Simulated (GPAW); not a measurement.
A run of GPAW 26.7.0:

run.py

```python
import spglib
from ase import Atoms
from ase.dft.bandgap import bandgap
from ase.io import read, write
from ase.units import GPa
from gpaw import GPAW, PW

atoms = read('Al.cif')
cell, positions, numbers = spglib.find_primitive(
    (atoms.cell[:], atoms.get_scaled_positions(), atoms.numbers), symprec=1e-4)
atoms = Atoms(numbers, cell=cell, scaled_positions=positions, pbc=True)

calc = GPAW(mode=PW(600),
            xc='revPBE',
            kpts={'size': (11, 11, 11), 'gamma': True},
            occupations={'name': 'fermi-dirac', 'width': 0.05},
            nbands=7,
            convergence={'density': 1e-05, 'energy': 1e-05},
            maxiter=150,
            txt='gpaw.txt')
atoms.calc = calc
energy = atoms.get_potential_energy()
forces = atoms.get_forces()
stress = atoms.get_stress()
calc.write('gs.gpw')
write('result.traj', atoms)
print(f'Energy: {energy:.6f} eV')
print('Forces (eV/A):')
print(forces.round(4))
print('Stress (GPa):', (stress / GPa).round(3))
print('Fermi level:', round(calc.get_fermi_level(), 4), 'eV')
print(f'Gap: {bandgap(calc)[0]:.4f} eV, direct: {bandgap(calc, direct=True)[0]:.4f} eV')

path = atoms.cell.bandpath('GXWKGLUWLK,UX', npoints=100, eps=1e-4)
bs_calc = calc.fixed_density(kpts=path, symmetry='off', nbands=13,
                             convergence={'bands': 'CBM+6.0', 'eigenstates': 1e-6}, txt='bands.txt')
bs = bs_calc.band_structure()
bs.write('bs.json')
print(f'Gap on the path: {bandgap(bs_calc)[0]:.4f} eV')
```

The input Al.cif:

```cif
data_Al
_cell_length_a 4.04961000
_cell_length_b 4.04961000
_cell_length_c 4.04961000
_cell_angle_alpha 90.00000000
_cell_angle_beta 90.00000000
_cell_angle_gamma 90.00000000
_space_group_name_H-M_alt 'Fm-3m'
_space_group_name_Hall '-F 4 2 3'
_space_group_IT_number 225
loop_
_space_group_symop_operation_xyz
'x,y,z'
'-x,-y,-z'
'-y,x,z'
'y,-x,-z'
'-x,-y,z'
'x,y,-z'
'y,-x,z'
'-y,x,-z'
'x,-y,-z'
'-x,y,z'
'-y,-x,-z'
'y,x,z'
'-x,y,-z'
'x,-y,z'
'y,x,-z'
'-y,-x,z'
'z,x,y'
'-z,-x,-y'
'z,-y,x'
'-z,y,-x'
'z,-x,-y'
'-z,x,y'
'z,y,-x'
'-z,-y,x'
'-z,x,-y'
'z,-x,y'
'-z,-y,-x'
'z,y,x'
'-z,-x,y'
'z,x,-y'
'-z,y,x'
'z,-y,-x'
'y,z,x'
'-y,-z,-x'
'x,z,-y'
'-x,-z,y'
'-y,z,-x'
'y,-z,x'
'-x,z,y'
'x,-z,-y'
'-y,-z,x'
'y,z,-x'
'-x,-z,-y'
'x,z,y'
'y,-z,-x'
'-y,z,x'
'x,-z,y'
'-x,z,-y'
'x,y+1/2,z+1/2'
'-x,-y+1/2,-z+1/2'
'-y,x+1/2,z+1/2'
'y,-x+1/2,-z+1/2'
'-x,-y+1/2,z+1/2'
'x,y+1/2,-z+1/2'
'y,-x+1/2,z+1/2'
'-y,x+1/2,-z+1/2'
'x,-y+1/2,-z+1/2'
'-x,y+1/2,z+1/2'
'-y,-x+1/2,-z+1/2'
'y,x+1/2,z+1/2'
[... 40 lines left out ...]
'-x+1/2,-y,z+1/2'
'x+1/2,y,-z+1/2'
'y+1/2,-x,z+1/2'
'-y+1/2,x,-z+1/2'
'x+1/2,-y,-z+1/2'
'-x+1/2,y,z+1/2'
'-y+1/2,-x,-z+1/2'
'y+1/2,x,z+1/2'
'-x+1/2,y,-z+1/2'
'x+1/2,-y,z+1/2'
'y+1/2,x,-z+1/2'
'-y+1/2,-x,z+1/2'
'z+1/2,x,y+1/2'
'-z+1/2,-x,-y+1/2'
'z+1/2,-y,x+1/2'
'-z+1/2,y,-x+1/2'
'z+1/2,-x,-y+1/2'
'-z+1/2,x,y+1/2'
'z+1/2,y,-x+1/2'
'-z+1/2,-y,x+1/2'
'-z+1/2,x,-y+1/2'
'z+1/2,-x,y+1/2'
'-z+1/2,-y,-x+1/2'
'z+1/2,y,x+1/2'
'-z+1/2,-x,y+1/2'
'z+1/2,x,-y+1/2'
'-z+1/2,y,x+1/2'
'z+1/2,-y,-x+1/2'
'y+1/2,z,x+1/2'
'-y+1/2,-z,-x+1/2'
'x+1/2,z,-y+1/2'
'-x+1/2,-z,y+1/2'
'-y+1/2,z,-x+1/2'
'y+1/2,-z,x+1/2'
'-x+1/2,z,y+1/2'
'x+1/2,-z,-y+1/2'
'-y+1/2,-z,x+1/2'
'y+1/2,z,-x+1/2'
'-x+1/2,-z,-y+1/2'
'x+1/2,z,y+1/2'
'y+1/2,-z,-x+1/2'
'-y+1/2,z,x+1/2'
'x+1/2,-z,y+1/2'
'-x+1/2,z,-y+1/2'
'x+1/2,y+1/2,z'
'-x+1/2,-y+1/2,-z'
'-y+1/2,x+1/2,z'
'y+1/2,-x+1/2,-z'
'-x+1/2,-y+1/2,z'
'x+1/2,y+1/2,-z'
'y+1/2,-x+1/2,z'
'-y+1/2,x+1/2,-z'
'x+1/2,-y+1/2,-z'
'-x+1/2,y+1/2,z'
'-y+1/2,-x+1/2,-z'
'y+1/2,x+1/2,z'
'-x+1/2,y+1/2,-z'
'x+1/2,-y+1/2,z'
'y+1/2,x+1/2,-z'
'-y+1/2,-x+1/2,z'
'z+1/2,x+1/2,y'
'-z+1/2,-x+1/2,-y'
'z+1/2,-y+1/2,x'
'-z+1/2,y+1/2,-x'
'z+1/2,-x+1/2,-y'
'-z+1/2,x+1/2,y'
'z+1/2,y+1/2,-x'
'-z+1/2,-y+1/2,x'
'-z+1/2,x+1/2,-y'
'z+1/2,-x+1/2,y'
'-z+1/2,-y+1/2,-x'
'z+1/2,y+1/2,x'
'-z+1/2,-x+1/2,y'
'z+1/2,x+1/2,-y'
'-z+1/2,y+1/2,x'
'z+1/2,-y+1/2,-x'
'y+1/2,z+1/2,x'
'-y+1/2,-z+1/2,-x'
'x+1/2,z+1/2,-y'
'-x+1/2,-z+1/2,y'
'-y+1/2,z+1/2,-x'
'y+1/2,-z+1/2,x'
'-x+1/2,z+1/2,y'
'x+1/2,-z+1/2,-y'
'-y+1/2,-z+1/2,x'
'y+1/2,z+1/2,-x'
'-x+1/2,-z+1/2,-y'
'x+1/2,z+1/2,y'
'y+1/2,-z+1/2,-x'
'-y+1/2,z+1/2,x'
'x+1/2,-z+1/2,y'
'-x+1/2,z+1/2,-y'
loop_
_atom_site_label
_atom_site_type_symbol
_atom_site_symmetry_multiplicity
_atom_site_Wyckoff_symbol
_atom_site_fract_x
_atom_site_fract_y
_atom_site_fract_z
_atom_site_occupancy
Al1 Al 4 a 0.0000000000 0.0000000000 0.0000000000 1
```

Potentials or basis: the program's PAW data sets (release 1.2.1) made for this functional, pw.

Run with:

```sh
$ OMP_NUM_THREADS=1 python run.py
```

Hardware: 1 thread of Arm Neoverse V1, on a shared host.

Problem. Estimate the wall time of this run.

Solution. Wall time 14 s on 1 thread of Arm Neoverse V1, with other jobs on the host, peak memory 0.15 GiB. Counts: scf iterations 12, plane waves 564, bands 7, k points 56.
